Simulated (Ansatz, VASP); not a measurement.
**Sb in VASP and in Ansatz**

Contents of INCAR:

```
SYSTEM = Sb
PREC = Accurate
ENCUT = 520
EDIFF = 1E-6
ISMEAR = -1
SIGMA = 0.05
LREAL = .FALSE.
LASPH = .TRUE.
NELM = 100
ALGO = Normal
ISIF = 2
LWAVE = .FALSE.
LCHARG = .TRUE.
GGA = PE
LELF = .TRUE.
LVHAR = .TRUE.
NBANDS = 8
```

The input KPOINTS:

```
regular mesh
0
G
  12 12 12
  0 0 0
```

The input POSCAR:

```
Sb
1.0
   -1.5869811508      1.5869811508      2.7298988119
    1.5869811508     -1.5869811508      2.7298988119
    1.5869811508      1.5869811508     -2.7298988119
Sb
1
Direct
    0.0000000000      0.0000000000      0.0000000000
```

Contents of input.yaml:

```yaml
crystal:
  lattice:
    - [-1.5869811508, 1.5869811508, 2.7298988119]
    - [1.5869811508, -1.5869811508, 2.7298988119]
    - [1.5869811508, 1.5869811508, -2.7298988119]
  atoms:
    - { symbol: Sb, position: [0.0, 0.0, 0.0] }
hamiltonian:
  xc: pbe
  pseudopotentials: { kind: paw, azcp: { folder: soft_1 } }
kpoints:
  mp_grid: { grid: [12, 12, 12] }
scf:
  occupations: { method: fermi_dirac, width: 0.05 }
output:
  forces: true
  stress: true
  eigenvalues: true
  write_density: true
  write_potential: true
  elf: true
  volumetric_format: npy
```

This isn't the form of Sb at room conditions, which is rhombohedral.

Alike in both runs: task single point; functional PBE; k mesh 12 × 12 × 12; occupations fermi-dirac, width 0.05 eV; no spin polarisation.

|  | VASP | Ansatz |
| --- | --- | --- |
| version | VASP 6.6.1 | Ansatz 0.2.0 |
| potentials or method | VASP PAW PBE potentials, release 64 (Sb) | Ansatz PAW soft_1 |
| plane-wave cutoff (eV) | 520 | 420 |
| valence electrons in the cell | 5 | 15 |

VASP gave:

```
gap on the k mesh at the Fermi level (eV)       : none
pressure (GPa)                                  : 0.4
largest component of the traceless stress (GPa) : 0.33
```

Q: What did Ansatz give for the same quantities?

A: gap on the k mesh at the Fermi level (eV): none; pressure (GPa): 0.5; largest component of the traceless stress (GPa): 0.32.

A gap of «none» marks a metal or a gap that the smearing closes. The two sets of potentials don't hold the same shells in valence.

Spin-orbit coupling is left out, which matters for the levels of Sb.
